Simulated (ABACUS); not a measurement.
Crystal: Pb.

```
Pb
1.0
     0.00000    2.47502    2.47502
     2.47502    0.00000    2.47502
     2.47502    2.47502    0.00000
Pb
1
Direct
  0.00000 0.00000 0.00000
```

Base run:

| Item | Value |
| --- | --- |
| Program | ABACUS 3.10.1 |
| Functional | r2SCAN |
| Potentials or basis | SG15 ONCV 1.2 PBE |
| Cutoff | 1361 eV |
| Density cutoff | 5442 eV |
| Basis | DZP LCAO (the cutoffs set its grid) |
| k mesh | 7 × 7 × 7 |
| Occupations | fermi-dirac, width 0.05 eV |
| Spin | no spin polarisation |

Its results: band gap on the k mesh none (metal or under the smearing width); pressure 1.4 GPa.

Task: The run is repeated on the same cell with these changes: functional from r2SCAN to rPW86PBE; cutoff from 1361 eV to 857 eV; density cutoff from 5442 eV to 3429 eV; basis from DZP LCAO (the cutoffs set its grid) to plane waves. What comes out?

Result: Band gap on the k mesh none (metal or under the smearing width); pressure 5.6 GPa.

Several settings changed at once, so the effect can't be laid on one alone.

Caveats: the potentials were made for another functional, which shifts forces and pressure; the atomic orbitals were generated for these runs and aren't a published set (some runs); the basis of atomic orbitals isn't converged, which shifts pressures, moduli and gaps (some runs).

Not every run made on this cell is shown here.
